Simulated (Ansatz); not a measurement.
CdSe: a prediction, then the measurements

All numbers below come from DFT r2SCAN, scalar-relativistic, plane waves, PAW in Ansatz.

Settings: cutoff 500 eV, Γ-centred mesh 6×6×4 on the computed 4-atom cell, Gaussian smearing of 0.02 eV; no spin polarisation.

Relaxed structure, symmetry kept:

Space group P6_3mc (No. 186). a = 4.341 Å, b = 4.341 Å, c = 7.076 Å, α = 90.00°, β = 90.00°, γ = 120.00°
| atom | site | symmetry | x | y | z |
| --- | --- | --- | --- | --- | --- |
| Cd | 2b | 3m. | 0.3333 | 0.6667 | 0.0045 |
| Se | 2b | 3m. | 0.3333 | 0.6667 | 0.3805 |

```json
{"Space group": "P6_3mc (No. 186)", "Volume per atom": "194.8 bohr³", "Formation energy from the elements' standard states (uncorrected)": "-0.764 eV/atom", "Generalised Kohn–Sham band gap": "1.10 eV, direct at Γ", "Löwdin character of the top 1 eV of the valence band": "Se 4p 91 %", "Löwdin character of the lowest 1 eV of the conduction band": "Cd 5s 60 %, Se 4p 21 %, Se 4s 17 %", "Electron masses at the edge by Cartesian direction of the standard setting (m_e; degenerate bands sorted by energy; no spin-orbit coupling)": "x: 0.10; y: 0.10; z: 0.094", "Hole masses at the edge by Cartesian direction of the standard setting (m_e; degenerate bands sorted by energy; no spin-orbit coupling)": "x: 1.5, 0.10; y: 1.5, 0.10; z: 1.5, 1.5", "Bulk modulus": "51 GPa", "Its pressure derivative": "4.5", "Electronic dielectric constant xx, yy, zz of the standard setting (independent particles)": "6.5, 6.5, 6.6", "Bader charges (e)": "Cd (2 in the cell) 0.83, Se (2 in the cell) -0.83"}
```

**What was measured.**

From “Quantitative size-dependent structure and strain determination of CdSe nanoparticles using atomic pair distribution function analysis”, 2007, arxiv:0704.1288, for a powder of CdSe at 300 K: lattice constant a 4.3014 ± 0.0004 Å; lattice constant c 7.0146 ± 0.0009 Å.

From “Alloy Disordering Effects on the Thermal Conductivity and Energy Gap Temperature Dependence of Cd1−xZnxSe Ternary Crystals Grown by the Bridgman Method”, 2023, pmc:10253836, for a bulk crystal of CdSe at 300 K: band gap 1.74 ± 0.003 eV (an exciton energy, a little under the gap).

Measured lattice constant a of CdSe: 4.3014 Å (300 K; powder; the paper above). This calculation gives 4.341 Å (+0.9 %). Measured lattice constant c of CdSe: 7.0146 Å (300 K; powder; the paper above). This calculation gives 7.076 Å (+0.9 %). The calculation is for 0 K without zero-point motion. A measured band gap of CdSe is 1.74 eV (an exciton energy, a little under the gap; 300 K; the paper above); the calculated 1.10 eV misses it by -0.64 eV. Kohn–Sham gaps of semilocal functionals fall short of measured ones as a rule; spin-orbit coupling, left out here, would usually lower the calculated gap of a compound with heavy elements.

Cost: 12 runs of about 26 core-minutes in all, on Intel Xeon Processor @ 2.50GHz (Skylake/Cascade Lake) (shared hosts).